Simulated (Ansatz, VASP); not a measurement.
One calculation of As, two programs

File INCAR:

```
SYSTEM = As
PREC     = Accurate       ! precision mode
ENCUT    = 520            ! plane-wave cutoff, eV
EDIFF    = 1E-8           ! SCF threshold, eV
ISMEAR   = -1             ! smearing method
SIGMA    = 0.03           ! smearing width, eV
LREAL    = .FALSE.        ! projectors in reciprocal space
LASPH    = .TRUE.         ! aspherical terms in the spheres
NELM     = 60             ! most SCF steps
ALGO     = Normal         ! electronic algorithm
ISIF     = 2              ! what is computed and relaxed
LWAVE    = .FALSE.        ! write WAVECAR
LCHARG   = .FALSE.        ! write CHGCAR
GGA      = PE             ! functional
LEFG     = .TRUE.       
NBANDS   = 8              ! bands
```

The input KPOINTS:

```
regular mesh
0
G
  13 13 13
  0 0 0
```

The input POSCAR:

```
As
1.0
    2.7109835499      0.0000000000      0.0000000000
    0.0000000000      2.7109835499      0.0000000000
    0.0000000000      0.0000000000      2.7109835499
As
1
Direct
    0.0000000000      0.0000000000      0.0000000000
```

Input for Ansatz:

```yaml
crystal:
  lattice:
    - [2.7109835499, 0.0, 0.0]
    - [0.0, 2.7109835499, 0.0]
    - [0.0, 0.0, 2.7109835499]
  atoms:
    - { symbol: As, position: [0.0, 0.0, 0.0] }
kpoints:
  mp_grid: { grid: [13, 13, 13] }
scf:
  occupations: { method: fermi_dirac, width: 0.03 }
hamiltonian:
  xc: pbe
  pseudopotentials: { kind: paw }
output:
  forces: true
  stress: true
  eigenvalues: true
  efg: { contact_densities: true }
```

Change from the starting cell: volume scaled by 0.98, PAW files.

Alike in both runs: task electric field gradients; functional PBE; k mesh 13 × 13 × 13; occupations fermi-dirac, width 0.03 eV; no spin polarisation.

|  | VASP | Ansatz |
| --- | --- | --- |
| version | VASP 6.6.1 | Ansatz 0.2.0 |
| potentials or method | VASP PAW PBE potentials, release 64 (As) | PAW with Ansatz's default frozen-core files, scalar-relativistic |
| plane-wave cutoff (eV) | 520 | 420 |
| valence electrons in the cell | 5 | 15 |

```csv
,VASP,Ansatz,Ansatz less VASP
pressure (GPa),1.9,1.8,-0.19
Vzz of the field gradient on the site that differs most (V/Å²),0.0,0.0,0.00
```

The two sets of potentials don't hold the same shells in valence.
